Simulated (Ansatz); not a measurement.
Write the native input for Ansatz 0.2.0 that does the following.

```yaml
Task: single point
Functional: PBEsol
Potentials_or_basis: all-electron PAW datasets made for the crystal
Cutoff: 220 eV (chosen from the basis error)
k_mesh: 6 × 6 × 6
Occupations: fermi-dirac, width 0.05 eV
Spin: no spin polarisation
```

CaSe:

```
CELL_PARAMETERS angstrom
0.00000 2.95600 2.95600
2.95600 0.00000 2.95600
2.95600 2.95600 0.00000
ATOMIC_POSITIONS crystal
Se 0.50000 0.50000 0.50000
Ca 0.00000 0.00000 0.00000
```

One way to write it, as run:

input.yaml

```yaml
crystal:
  lattice:
    - [0.0, 2.956, 2.956]
    - [2.956, 0.0, 2.956]
    - [2.956, 2.956, 0.0]
  atoms:
    - { symbol: Se, position: [0.5, 0.5, 0.5] }
    - { symbol: Ca, position: [0.0, 0.0, 0.0] }
kpoints:
  mp_grid: { grid: [6, 6, 6] }
scf:
  occupations: { method: fermi_dirac, width: 0.05 }
hamiltonian:
  xc: pbesol
  pseudopotentials: { kind: all_electron, datasets: crystal }
output:
  forces: true
  stress: true
  eigenvalues: true
```

Potentials or basis: all-electron PAW datasets made for the crystal.

Run with:

```bash
$ ansatz run input.yaml --threads 2 --pin off --max-ram 8192MiB --backend cpu --events-out ev --progress --plain --runs-dir out
```

It gave:

| Item | Value |
| --- | --- |
| Pressure | -1.1 GPa |
| Band gap on the k mesh | 1.93 eV, indirect (least direct gap 2.88 eV) |

It took 1.3 s on 2 threads of Intel(R) Xeon(R) Platinum 8488C (Sapphire Rapids), with other jobs on the host, peak memory 0.39 GiB.
